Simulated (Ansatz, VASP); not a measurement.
KBr: VASP beside Ansatz

Contents of POSCAR:

```
KBr
1.0
    0.0000000000      3.2925000000      3.0291000000
    3.2925000000      0.0000000000      3.0291000000
    3.2925000000      3.2925000000      0.0000000000
K Br
1 1
Direct
    0.0000000000      0.0000000000      0.0000000000
    0.5000000000      0.5000000000      0.5000000000
```

Contents of INCAR.step1:

```
SYSTEM = KBr
PREC = Accurate
ENCUT = 520
ISMEAR = 0
SIGMA = 0.05
LREAL = .False.
LASPH = .True.
NELM = 100
NBANDS = 15
GGA = PE
ALGO = Normal
EDIFF = 1E-4
LWAVE = .True.
LCHARG = .False.
```

Contents of INCAR.step2:

```
SYSTEM = KBr
PREC = Accurate
ENCUT = 520
EDIFF = 1E-7
ISMEAR = 0
SIGMA = 0.05
LREAL = .False.
LASPH = .True.
NELM = 100
ALGO = Normal
ISIF = 2
LWAVE = .False.
LCHARG = .False.
METAGGA = R2SCAN
LMIXTAU = .True.
NBANDS = 15
ISTART = 1
```

Contents of KPOINTS:

```
Automatic mesh
0
Gamma
  6 6 6
  0 0 0
```

Input for Ansatz:

```yaml
crystal:
  lattice:
    - [0.0, 3.2925, 3.0291]
    - [3.2925, 0.0, 3.0291]
    - [3.2925, 3.2925, 0.0]
  atoms:
    - { symbol: K, position: [0.0, 0.0, 0.0] }
    - { symbol: Br, position: [0.5, 0.5, 0.5] }
basis:
  ecutwfc: 500
kpoints:
  mp_grid: { grid: [6, 6, 6] }
hamiltonian:
  xc: r2scan
scf:
  occupations: { method: gaussian, width: 0.05 }
output:
  forces: true
  stress: true
  eigenvalues: true
```

Change from the starting cell: strain +0.000 along x and y, -0.080 along z, atoms carried along.

Alike in both runs: task single point; functional r2SCAN; k mesh 6 × 6 × 6; occupations gaussian, width 0.05 eV; no spin polarisation.

|  | VASP | Ansatz |
| --- | --- | --- |
| version | VASP 6.6.1 | Ansatz 0.2.0 |
| potentials or method | VASP PAW PBE potentials, release 64 (K_sv, Br) | scalar-relativistic, plane waves, PAW |
| plane-wave cutoff (eV) | 520 | 500 |
| valence electrons in the cell | 16 | 16 |

|  | VASP | Ansatz | Ansatz less VASP |
| --- | --- | --- | --- |
| gap on the k mesh at the Fermi level (eV) | 5.24 | 5.23 | -0.003 |
| least direct gap on the mesh (eV) | 5.24 | 5.23 | -0.003 |
| pressure (GPa) | 2.4 | 2.4 | -0.02 |
| largest component of the traceless stress (GPa) | 3.60 | 3.56 | -0.042 |

Caveats: the PAW data sets were made with another functional, which shifts forces and pressure a little (VASP).
